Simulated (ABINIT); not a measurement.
Here is an ABINIT 10.8.3 (patched build) calculation.

Contents of run.abi:

```
# Datasets: ground state, then fixed potential
ndtset 2

# Pseudopotentials
pp_dirpath "./"
pseudos "Nb.GGA_PBE-JTH.xml, P.GGA_PBE-JTH.xml"

# Structure
acell 3*1.0
rprim
    -3.1651462306     3.1651462306    10.8472323782
     3.1651462306    -3.1651462306    10.8472323782
     3.1651462306     3.1651462306   -10.8472323782
ntypat 2
znucl 41 15
natom 4
typat 1 1 2 2
xred
     0.2498808000     0.7498808000     0.5000000000
     0.4998808000     0.4998808000     0.0000000000
     0.8327477700     0.3327477700     0.5000000000
     0.0827477700     0.0827477700     0.0000000000

# Plane-wave basis
ecut 20.0
pawecutdg 40.0
pawxcdev 0

# Exchange and correlation
ixc -116133

# Bands and occupations
occopt 3
tsmear 0.00183747

# SCF cycle
nstep 100

# Output
iomode 3
prtwf 0
prteig 0
prtebands 0
enunit 1
prtden1 1

# Dataset 1
kptopt1 1
ngkpt1 11 11 11
nshiftk1 1
shiftk1 0.0 0.0 0.0
nband1 22
tolvrs1 1.0e-9

# Dataset 2: bands along G-X-Y-S-G-Z-S1-N-P-Y1-Z
iscf2 -2
getden2 1
nband2 28
nbdbuf2 4
tolwfr2 1.0e-11
kptopt2 -10
ndivsm2 8
prteig2 1
prtvol2 -3
kptbounds2
     0.0000000000     0.0000000000     0.0000000000
    -0.5000000000     0.5000000000     0.0000000000
    -0.5000000000     0.5000000000    -0.0425715708
    -0.2712857854     0.2712857854    -0.2712857854
     0.0000000000     0.0000000000     0.0000000000
     0.5000000000     0.5000000000    -0.5000000000
     0.2712857854     0.7287142146    -0.7287142146
     0.0000000000     0.5000000000    -0.5000000000
    -0.2500000000     0.7500000000    -0.2500000000
     0.0425715708     0.9574284292    -0.5000000000
     0.5000000000     0.5000000000    -0.5000000000
```

Potentials or basis: JTH PAW PBE v2.0.

Launch:

```bash
$ abinit run.abi > log 2>&1
```

Question: What does it give for the band gap on the k mesh?

Answer: None (metal or under the smearing width).

Question: Estimate the pressure.

Answer: -6.6 GPa.

Question: Estimate the largest force.

Answer: 0.018 eV/Å.

Forces in eV/Å, atoms in the order of the input:
```
Nb   0.000  0.000  0.018
Nb   0.000  0.000  0.018
P    0.000  0.000 -0.018
P    0.000  0.000 -0.018
```

Caveat: the PAW data sets were made with another functional, which shifts forces and pressure a little.
